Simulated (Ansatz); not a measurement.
The system is KMgF3.

```xyz
5
Lattice="3.9859 0.0000 0.0000 0.0000 3.9859 0.0000 0.0000 0.0000 3.9859" Properties=species:S:1:pos:R:3 pbc="T T T"
K     1.9929    1.9929    1.9929
Mg    0.0000    0.0000    0.0000
F     0.0000    0.0000    1.9929
F     0.0000    1.9929    0.0000
F     1.9929    0.0000    0.0000
```

Base run:

```yaml
Program: Ansatz 0.2.0
Functional: r2SCAN
Potentials_or_basis: Ansatz PAW
Cutoff: 500 eV
Density_cutoff: 2000 eV
k_mesh: 7 × 7 × 7
Occupations: fermi-dirac, width 0.05 eV
Spin: no spin polarisation
```

Its results: band gap on the k mesh 8.30 eV, indirect (least direct gap 8.58 eV); pressure -0.3 GPa.

The run is repeated on the same cell with these changes: functional from r2SCAN to RPBE; cutoff from 500 eV to 420 eV; density cutoff from 2000 eV to 1680 eV. What comes out?

Band gap on the k mesh 7.67 eV, indirect (least direct gap 7.96 eV); pressure 8.1 GPa.

r2SCAN gives the wider gap, since meta-GGAs in the generalised Kohn-Sham scheme recover part of the derivative discontinuity.

Caveats: the PAW data sets come from PBE, with cores solved anew for the run's functional, which leaves a small shift of forces and pressure; the potentials were made for another functional, which shifts forces and pressure (some runs); odd divisions of the mesh miss points on the zone boundary, where band edges often lie, so the gap on the mesh can be too wide (some runs); the density of states is complete only up to the lowest level of the last band computed (some runs).

A k mesh can miss the band edges.

Not every run made on this cell is shown here.
